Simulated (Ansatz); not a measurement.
Crystal: CdS.

```
Cd S
1.0
     0.00000    2.75324    2.75324
     2.75324    0.00000    2.75324
     2.75324    2.75324    0.00000
Cd S
1 1
Direct
  0.00000 0.00000 0.00000
  0.50000 0.50000 0.50000
```

Measurements of this composition are mostly on another form, of space group No. 186.

Program: Ansatz 0.2.0. Alike in all runs: task single point; level HSE06 form with a typed share of exact exchange; potentials or basis Ansatz PAW; no spin polarisation; cell as given; k mesh 4 × 4 × 4; cutoff (eV) 420; smearing fermi-dirac 0.05 eV; the mesh is coarse, so values aren't converged.

**Question.** Order these runs on this cell by their band gap on the k mesh, lowest first.
A. screening (1/Å) 0.1
B. screening (1/Å) 0.4
C. screening (1/Å) 0.15
D. screening (1/Å) 0.6
E. screening (1/Å) 0.3

**Answer.** D (0.67 eV), B (0.88 eV), E (1.03 eV), C (1.38 eV), A (1.55 eV).

Caveats: all runs use coarse meshes.

A k mesh can miss the band edges.
